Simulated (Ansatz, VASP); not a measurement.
**One calculation of TiN, two programs**

The input INCAR:

```
SYSTEM = TiN
PREC = Accurate
ENCUT = 520
EDIFF = 1E-6
ISMEAR = -1
SIGMA = 0.03
LREAL = .False.
LASPH = .True.
NELM = 60
ALGO = Normal
ISIF = 2
LWAVE = .False.
LCHARG = .False.
GGA = PE
NBANDS = 16
```

File KPOINTS:

```
Automatic mesh
0
Gamma
  16 16 16
  0 0 0
```

POSCAR

```
TiN
1.0
    0.0000000000      2.1650869279      2.1650869279
    2.1650869279      0.0000000000      2.1650869279
    2.1650869279      2.1650869279      0.0000000000
Ti N
1 1
Direct
    0.0000000000      0.0000000000      0.0000000000
    0.5000000000      0.5000000000      0.5000000000
```

Input for Ansatz:

```yaml
crystal:
  lattice:
    - [0.0, 2.1650869279, 2.1650869279]
    - [2.1650869279, 0.0, 2.1650869279]
    - [2.1650869279, 2.1650869279, 0.0]
  atoms:
    - { symbol: Ti, position: [0.0, 0.0, 0.0] }
    - { symbol: "N", position: [0.5, 0.5, 0.5] }
kpoints:
  mp_grid: { grid: [16, 16, 16] }
scf:
  occupations: { method: fermi_dirac, width: 0.03 }
hamiltonian:
  xc: pbe
  pseudopotentials: { kind: all_electron, lapw: { basis_error: 0.0005 } }
output:
  forces: true
  stress: true
  eigenvalues: true
```

Change from the starting cell: volume scaled by 1.06.

Alike in both runs: task single point; functional PBE; k mesh 16 × 16 × 16; occupations fermi-dirac, width 0.03 eV; no spin polarisation.

|  | VASP | Ansatz |
| --- | --- | --- |
| version | VASP 6.6.1 | Ansatz 0.2.0 |
| potentials or method | VASP PAW PBE potentials, release 64 (Ti_sv, N) | all-electron LAPW, scalar-relativistic |
| plane-wave cutoff (eV) | 520 | see its input |

```tsv
	VASP	Ansatz	Ansatz less VASP
pressure (GPa)	-13.9	-14.3	-0.37
```

Ansatz ran all-electron here, so the differences hold the error of VASP's frozen core and of both bases.
